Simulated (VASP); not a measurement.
# Sb (I4/mmm) in VASP: a series of runs

Runs on Sb. Level: r2SCAN. Tasks: single point.

Everything below comes from runs of VASP 6.6.1. Logs are shortened: lines on timing, memory, paths and dates and some standing lists are left out, and cuts for length are marked.

### 1 The crystal as given

The structure is tetragonal, space group I4/mmm (No. 139). The conventional cell has a = 3.153 Å, b = 3.153 Å, c = 5.424 Å, α = 90.00°, β = 90.00°, γ = 90.00°. Sb (site symmetry 4/mmm) has 12 Sb at 3.15 to 3.51 Å as nearest neighbours.

This isn't the form of Sb at room conditions, which is rhombohedral.

### 2 Single point, r2SCAN

INCAR

```
ADDGRID = False
ALGO = Normal
EDIFF = 1E-6
ENCUT = 500
ISIF = 2
ISMEAR = 0
LASPH = True
LCHARG = False
LMIXTAU = True
LREAL = False
LWAVE = False
METAGGA = R2SCAN
NBANDS = 8
NELM = 100
PREC = Accurate
SIGMA = 0.05
```

KPOINTS

```
k-points
0
Gamma
  5 5 5
```

POSCAR

```
Sb
1.0
   -1.5638750000      1.6131910000      2.7402030000
    1.6104090000     -1.5604430000      2.7365900000
    1.5281950000      1.5247630000     -2.7095380000
Sb
1
Direct
    0.0004760000      0.0218010000      0.0165680000
```

Potentials or basis: VASP PAW PBE potentials, release 64 (Sb).

Launch:

```bash
$ cat potpaw_PBE.64/Sb/POTCAR > POTCAR
$ mpirun -np 1 vasp_std > vasp.out
```

OUTCAR:

```text
EDIFF = 1E-6
   ENCUT = 500
   ISIF = 2
   ISMEAR = 0
   LASPH = True
   LREAL = False
   METAGGA = R2SCAN
   NELM = 100
   PREC = Accurate

 Found     63 irreducible k-points:

 Following reciprocal coordinates:
            Coordinates               Weight
  0.000000  0.000000  0.000000      1.000000
  0.200000  0.000000 -0.000000      2.000000
  0.400000  0.000000 -0.000000      2.000000
  0.000000  0.200000  0.000000      2.000000
  0.200000  0.200000 -0.000000      2.000000
  0.400000  0.200000 -0.000000      2.000000
   k-points           NKPTS =     63   k-points in BZ     NKDIM =     63   number of bands    NBANDS=      8
   number of dos      NEDOS =    301   number of ions     NIONS =      1
   total plane-waves  NPLWV =  21952
   dimension x,y,z NGX =    28 NGY =   28 NGZ =   28
   dimension x,y,z NGXF=    56 NGYF=   56 NGZF=   56
   ions per type =               1
   NGX,Y,Z   is equivalent  to a cutoff of  13.14, 13.16, 13.44 a.u.
   NGXF,Y,Z  is equivalent  to a cutoff of  26.27, 26.31, 26.87 a.u.
 SYSTEM =  unknown system
   PREC   = accura    normal or accurate (medium, high low for compatibility)
   ISTART =      0    job   : 0-new  1-cont  2-samecut
   ICHARG =      2    charge: 1-file 2-atom 10-const
   ISPIN  =      1    spin polarized calculation?
   LNONCOLLINEAR =      F non collinear calculations
   LSORBIT =      F    spin-orbit coupling
   LASPH  =      T    aspherical Exc in radial PAW
   ENCUT  =  500.0 eV  36.75 Ry    6.06 a.u.   6.46  6.45  6.32*2*pi/ulx,y,z
   NELM   =    100;   NELMIN=  2; NELMDL= -5     # of ELM steps
   EDIFF  = 0.1E-05   stopping-criterion for ELM
   LREAL  =      F    real-space projection
   EDIFFG = 0.1E-04   stopping-criterion for IOM
   NSW    =      0    number of steps for IOM
   IBRION =     -1    ionic relax: 0-MD 1-quasi-New 2-CG
   NFREE  =      0    steps in history (QN), initial steepest desc. (CG)
   ISIF   =      2    stress and relaxation
   ISYM   =      2    0-nonsym 1-usesym 2-fastsym
   POTIM  = 0.5000    time-step for ionic-motion
   TEBEG  =    0.0;   TEEND  =   0.0 temperature during run
   PSTRESS=    0.0 pullay stress
   NELECT =       5.0000    total number of electrons
   NUPDOWN=      -1.0000    fix difference up-down
   EMIN   =  10.00;   EMAX   =-10.00  energy-range for DOS
   EFERMI =   0.00;   METHOD = LEGACY
   ISMEAR =     0;   SIGMA  =   0.05  broadening in eV -4-tet -1-fermi 0-gaus
   EFERMI_NEDOS =   21; number of points for ismear=-14 and -15
   IALGO  =     38    algorithm
   IMIX   =      4    mixing-type and parameters
     AMIX     =   0.40;   BMIX     =  1.00
     AMIX_MAG =   1.60;   BMIX_MAG =  1.00
  volume/ion in A,a.u.               =      26.96       181.95
  Fermi-wavevector in a.u.,A,eV,Ry     =   0.933573  1.764197 11.858272  0.871558
  Thomas-Fermi vector in A             =   2.060288
   LORBIT       =      0    0 simple, 1 ext, 2 COOP (PROOUT), +10 PAW based schemes
   METAGGA = R2SCAN    functional components
   LHFCALC =     F    Hartree Fock is set to
   AEXX    =    0.0000 exact exchange contribution
   IVDW    =     0    specifies the selected vdW correction
   LEPSILON=     F    determine dielectric tensor
   LRPA    =     F    only Hartree local field effects (RPA)
 non-spin polarized calculation
 Gauss-broadening in eV      SIGMA  =   0.05
  energy-cutoff  :      500.00
  volume of cell :       26.96
 maximum number of plane-waves:       701
 NGX is ok and might be reduce to    28
   NGX = 13   NGY = 13   NGZ = 13

 number of electron       5.0000000 magnetization

 Free energy of the ion-electron system (eV)
  ---------------------------------------------------
  ext. energy  EPLUGINS =         0.00000000
  ---------------------------------------------------
  free energy    TOTEN  =       -25.19868914 eV

  energy without entropy =      -25.19811172  energy(sigma->0) =      -25.19840043

 E-fermi :   8.5329     XC(G=0): -10.7872

 val. band max:        8.5065249273   @ k =   0.4000   0.4000   0.2000
 cond. band min:       8.5971234040   @ k =   0.2000   0.2000  -0.0000
 fundamental gap:      0.0905984767
 Fermi energy:         8.5328664810

 k-point     1 :       0.0000    0.0000    0.0000
  band No.  band energies     occupation
      1      -5.1453      2.00000
      2      13.1603      0.00000
      3      14.1876      0.00000
      4      14.2337      0.00000
      5      18.0895      0.00000
      6      19.3336      0.00000
      7      19.7340      0.00000
      8      19.9657      0.00000

 k-point     2 :       0.2000    0.0000   -0.0000
  band No.  band energies     occupation
      1      -4.3154      2.00000
      2       9.0882      0.00000
      3      12.0713      0.00000
      4      14.1542      0.00000
      5      16.6988      0.00000
      6      18.5861      0.00000
      7      20.8824      0.00000
      8      21.1546      0.00000

 k-point     3 :       0.4000    0.0000   -0.0000
  band No.  band energies     occupation
      1      -2.0242      2.00000
      2       3.5785      2.00000
      3      10.5962      0.00000
      4      14.2900      0.00000
      5      15.2603      0.00000
      6      18.9284      0.00000
      7      20.1114      0.00000
      8      20.9551      0.00000

 k-point     4 :       0.0000    0.2000    0.0000
  band No.  band energies     occupation
      1      -4.3138      2.00000
      2       9.1017      0.00000
      3      12.0513      0.00000
      4      14.1514      0.00000
      5      16.6758      0.00000
      6      18.5848      0.00000
      7      20.8745      0.00000
      8      21.1774      0.00000

 k-point     5 :       0.2000    0.2000   -0.0000
  band No.  band energies     occupation
      1      -3.1054      2.00000
      2       7.9532      2.00000
      3       8.5971      0.06915
      4      11.2907      0.00000
      5      17.6209      0.00000
      6      18.7682      0.00000
      7      20.1603      0.00000
      8      22.0220      0.00000

 k-point     6 :       0.4000    0.2000   -0.0000
  band No.  band energies     occupation
      1      -0.7350      2.00000
      2       3.4782      2.00000
      3       8.7038      0.00000
      4      10.3437      0.00000
      5      15.8545      0.00000
      6      17.9283      0.00000
      7      22.2241      0.00000
      8      22.7520      0.00000

 [... further k-points ...]

------------------------ aborting loop because EDIFF is reached ----------------------------------------

  FORCE on cell =-STRESS in cart. coord.  units (eV):
  Direction    XX          YY          ZZ          XY          YZ          ZX
  --------------------------------------------------------------------------------------
  -------------------------------------------------------------------------------------
  Total        0.1472244      0.1531029      0.1221037     -0.2130769      0.3169922      0.3135510
  in kB        8.7486433      9.0979641      7.2558703    -12.6618508     18.8368969     18.6324088
  external PRESSURE =       8.3674926 kB  Pullay stress =       0.0000000 kB

 VOLUME and BASIS-vectors are now :
 -----------------------------------------------------------------------------
  energy-cutoff  :      500.00
  volume of cell :       26.96
      direct lattice vectors                 reciprocal lattice vectors
    -1.563875000  1.613191000  2.740203000     0.002055809  0.316948054  0.179518554
     1.610409000 -1.560443000  2.736590000     0.317083613  0.001847581  0.179876686
     1.528195000  1.524763000 -2.709538000     0.322328449  0.322401118 -0.005843793

 POSITION                                       TOTAL-FORCE (eV/Angst)
 -----------------------------------------------------------------------------------
      0.05968     -0.00799      0.01607         0.000000      0.000000     -0.000000
 -----------------------------------------------------------------------------------
    total drift:                                0.000000      0.000000     -0.000000

  FREE ENERGIE OF THE ION-ELECTRON SYSTEM (eV)
  ---------------------------------------------------
  free  energy   TOTEN  =       -25.1986891430 eV

  energy  without entropy=      -25.1981117188  energy(sigma->0) =      -25.19840043
```

It took 53 s on 1 thread of Intel Xeon Platinum 8375C at 2.90GHz (Ice Lake), shared host; peak memory 0.17 GiB.

The run converged, but some of its settings lie outside the range that counts as converged, so its numbers aren't taken as properties of the crystal.

What came out:

```yaml
Free_energy: -25.1987 eV
Pressure: 0.8 GPa
Band_gap_on_the_k_mesh: none (metal or under the smearing width)
```

Caveat: the k mesh is coarse (spacing up to 0.57 Å⁻¹), so the values aren't converged; the PAW data sets were made with another functional, which shifts forces and pressure a little.

### 3 Single point, r2SCAN

Edit INCAR of step 2 so:

```diff
@@ -3,3 +3,3 @@
 EDIFF = 1E-6
-ENCUT = 500
+ENCUT = 350
 ISIF = 2
```

KPOINTS

```
k-points
0
Gamma
  6 6 6
```

POSCAR

```
Sb
1.0
   -1.5765401831      1.5765401831      2.7119384313
    1.5765401831     -1.5765401831      2.7119384313
    1.5765401831      1.5765401831     -2.7119384313
Sb
1
Direct
    0.0000000000      0.0000000000      0.0000000000
```

Potentials or basis: VASP PAW PBE potentials, release 64 (Sb).

Launch:

```bash
$ cat potpaw_PBE.64/Sb/POTCAR > POTCAR
$ mpirun -np 1 vasp_std > vasp.out
```

OUTCAR:

```text
EDIFF = 1E-6
   ENCUT = 350
   ISIF = 2
   ISMEAR = 0
   LASPH = True
   LREAL = False
   METAGGA = R2SCAN
   NELM = 100
   PREC = Accurate

 Found     30 irreducible k-points:

 Following reciprocal coordinates:
            Coordinates               Weight
  0.000000  0.000000  0.000000      1.000000
  0.166667  0.000000 -0.000000      8.000000
  0.333333  0.000000 -0.000000      8.000000
  0.500000 -0.000000  0.000000      4.000000
  0.166667  0.166667 -0.000000      8.000000
  0.333333  0.166667 -0.000000     16.000000
   k-points           NKPTS =     30   k-points in BZ     NKDIM =     30   number of bands    NBANDS=      8
   number of dos      NEDOS =    301   number of ions     NIONS =      1
   total plane-waves  NPLWV =  13824
   dimension x,y,z NGX =    24 NGY =   24 NGZ =   24
   dimension x,y,z NGXF=    48 NGYF=   48 NGZF=   48
   ions per type =               1
   NGX,Y,Z   is equivalent  to a cutoff of  11.36, 11.36, 11.36 a.u.
   NGXF,Y,Z  is equivalent  to a cutoff of  22.73, 22.73, 22.73 a.u.
 SYSTEM =  unknown system
   PREC   = accura    normal or accurate (medium, high low for compatibility)
   ISTART =      0    job   : 0-new  1-cont  2-samecut
   ICHARG =      2    charge: 1-file 2-atom 10-const
   ISPIN  =      1    spin polarized calculation?
   LNONCOLLINEAR =      F non collinear calculations
[... 60 lines left out ...]

 k-point     1 :       0.0000    0.0000    0.0000
  band No.  band energies     occupation
      1      -5.1280      2.00000
      2      13.3213      0.00000
      3      14.2141      0.00000
      4      14.2141      0.00000
      5      18.1953      0.00000
      6      19.6811      0.00000
      7      19.7333      0.00000
      8      19.7333      0.00000
[... 45 lines left out ...]
 k-point     6 :       0.3333    0.1667   -0.0000
  band No.  band energies     occupation
      1      -1.7623      2.00000
      2       4.7803      2.00000
      3       9.1665      0.00000
      4      10.9153      0.00000
      5      16.2873      0.00000
      6      17.8951      0.00000
      7      21.1474      0.00000
      8      22.1213      0.00000

 [... further k-points ...]

------------------------ aborting loop because EDIFF is reached ----------------------------------------

  FORCE on cell =-STRESS in cart. coord.  units (eV):
  Direction    XX          YY          ZZ          XY          YZ          ZX
  --------------------------------------------------------------------------------------
  -------------------------------------------------------------------------------------
  Total        0.2866501      0.2866501     -0.1565800      0.0000000      0.0000000     -0.0000000
  in kB       17.0338511     17.0338511     -9.3045848      0.0000000      0.0000000     -0.0000000
  external PRESSURE =       8.2543725 kB  Pullay stress =       0.0000000 kB

 VOLUME and BASIS-vectors are now :
 -----------------------------------------------------------------------------
  energy-cutoff  :      350.00
  volume of cell :       26.96
      direct lattice vectors                 reciprocal lattice vectors
    -1.576540183  1.576540183  2.711938431     0.000000000  0.317150178  0.184369967
     1.576540183 -1.576540183  2.711938431     0.317150178  0.000000000  0.184369967
     1.576540183  1.576540183 -2.711938431     0.317150178  0.317150178  0.000000000

 POSITION                                       TOTAL-FORCE (eV/Angst)
 -----------------------------------------------------------------------------------
      0.00000      0.00000      0.00000        -0.000000     -0.000000      0.000000
 -----------------------------------------------------------------------------------
    total drift:                                0.000000      0.000000      0.000000

  FREE ENERGIE OF THE ION-ELECTRON SYSTEM (eV)
  ---------------------------------------------------
  free  energy   TOTEN  =       -25.3238962799 eV

  energy  without entropy=      -25.3232521111  energy(sigma->0) =      -25.32357420
```

stdout:

```text
POSCAR found type information on POSCAR Sb
 POSCAR found :  1 types and       1 ions
 scaLAPACK will be used
 -----------------------------------------------------------------------------
|                                                                             |
|                                                                             |
|     You enforced a specific xc type in the INCAR file but a different       |
|     I HOPE YOU KNOW WHAT YOU ARE DOING!                                     |
|                                                                             |
 -----------------------------------------------------------------------------

 LDA part: xc-table for (None), standard interpolation
 POSCAR, INCAR and KPOINTS ok, starting setup
 FFT: planning ... GRIDC
 FFT: planning ... GRID_SOFT
 FFT: planning ... GRID
 WAVECAR not read
 entering main loop
```

Wall time 15 s (1 thread of Intel Xeon Platinum 8375C at 2.90GHz (Ice Lake), shared host); peak memory 0.14 GiB.

The run converged, but some of its settings lie outside the range that counts as converged, so its numbers aren't taken as properties of the crystal.

What came out:

```
Free energy            : -25.3239 eV
Pressure               : 0.8 GPa
Band gap on the k mesh : none (metal or under the smearing width)
```

Caveat: the k mesh is coarse (spacing up to 0.47 Å⁻¹), so the values aren't converged; the PAW data sets were made with another functional, which shifts forces and pressure a little.

### 4 Single point, r2SCAN

INCAR is that of step 3.

KPOINTS is that of step 3.

POSCAR

```
Sb
1.0
   -1.5638750000      1.6131910000      2.7402030000
    1.6104090000     -1.5604430000      2.7365900000
    1.5281950000      1.5247630000     -2.7095380000
Sb
1
Direct
    0.0004760000      0.0218010000      0.0165680000
```

Launch:

```bash
$ cat potpaw_PBE.64/Sb/POTCAR > POTCAR
$ mpirun -np 1 vasp_std > vasp.out
```

It took 41 s on 1 thread of Intel Xeon Platinum 8375C at 2.90GHz (Ice Lake), shared host; peak memory 0.15 GiB.

These settings aren't checked as converged: the numbers below hold their error.

Results:

```yaml
Free_energy: -25.3160 eV
Pressure: 1.1 GPa
Band_gap_on_the_k_mesh: none (metal or under the smearing width)
```

Caveat: the k mesh is coarse (spacing up to 0.48 Å⁻¹), so the values aren't converged; the PAW data sets were made with another functional, which shifts forces and pressure a little.

### 5 Single point, r2SCAN

Edit INCAR of step 4 so:

```diff
@@ -3,3 +3,3 @@
 EDIFF = 1E-6
-ENCUT = 350
+ENCUT = 400
 ISIF = 2
```

KPOINTS is that of step 4.

POSCAR

```
Sb
1.0
   -1.5765401831      1.5765401831      2.7119384313
    1.5765401831     -1.5765401831      2.7119384313
    1.5765401831      1.5765401831     -2.7119384313
Sb
1
Direct
    0.0000000000      0.0000000000      0.0000000000
```

Launch:

```bash
$ cat potpaw_PBE.64/Sb/POTCAR > POTCAR
$ mpirun -np 1 vasp_std > vasp.out
```

It took 14 s on 1 thread of Intel Xeon Platinum 8375C at 2.90GHz (Ice Lake), shared host; peak memory 0.14 GiB.

These settings aren't checked as converged: the numbers below hold their error.

What came out:

* Free energy: -25.3245 eV
* Pressure: 0.8 GPa
* Band gap on the k mesh: none (metal or under the smearing width)

Caveat: the k mesh is coarse (spacing up to 0.47 Å⁻¹), so the values aren't converged; the PAW data sets were made with another functional, which shifts forces and pressure a little.

(Part 1 of 2 ends here.)
